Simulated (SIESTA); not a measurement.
NaI under changes of volume

One of the cells (33.899 Å³/atom); the others are scaled copies at fixed shape and fractional positions:

```
I Na
1.0
     0.00000    3.23640    3.23640
     3.23640    0.00000    3.23640
     3.23640    3.23640    0.00000
I Na
1 1
Direct
  0.50000 0.50000 0.50000
  0.00000 0.00000 0.00000
```

- Program: SIESTA 5.4.2
- Functional: LDA
- Potentials or basis: PseudoDojo 0.4 standard (LDA files)
- Basis: DZP (energy shift 0.003 Ry; two zetas on semicore shells)
- Grid cutoff: 800 Ry
- Energy shift: 0.003 Ry
- k mesh: 7 × 7 × 7
- Occupations: fermi-dirac, width 0.05 eV
- Spin: no spin polarisation

```csv
volume (Å³/atom),energy over the lowest point (meV/atom),pressure (GPa),gap on the mesh (eV)
31.865,0.00,-0.5,3.66
32.543,2.84,-0.8,3.60
33.221,7.17,-1.2,3.54
33.899,?,?,?
34.577,19.58,-1.7,3.43
35.255,27.41,-2.0,3.38
35.933,36.14,-2.2,3.33
```

Problem. What does the run at 33.899 Å³/atom give?

Solution. Energy over the lowest point 12.79 meV/atom; pressure -1.5 GPa; gap on the mesh 3.48 eV.

Worked out: A Birch-Murnaghan fit of order 3 (a polynomial in V^(-2/3)) to the other rows has its minimum at 31.08 Å³/atom, just outside them, with B0 = V·E''(V) = 21 GPa and B' = 4.5. It gives 12.79 meV/atom at 33.899 Å³/atom, against the run's 12.79, and -dE/dV = -1.5 GPa, against -1.5. A straight line through the other rows of the gap, of slope -2.75 eV per unit of ln V (its deformation potential), gives 3.49 eV, against the run's 3.48.

Energies are extrapolated to zero smearing.

Caveats: spin-orbit coupling is left out, which moves the levels of the heavy elements; the basis of atomic orbitals isn't converged, which shifts pressures, moduli and gaps.
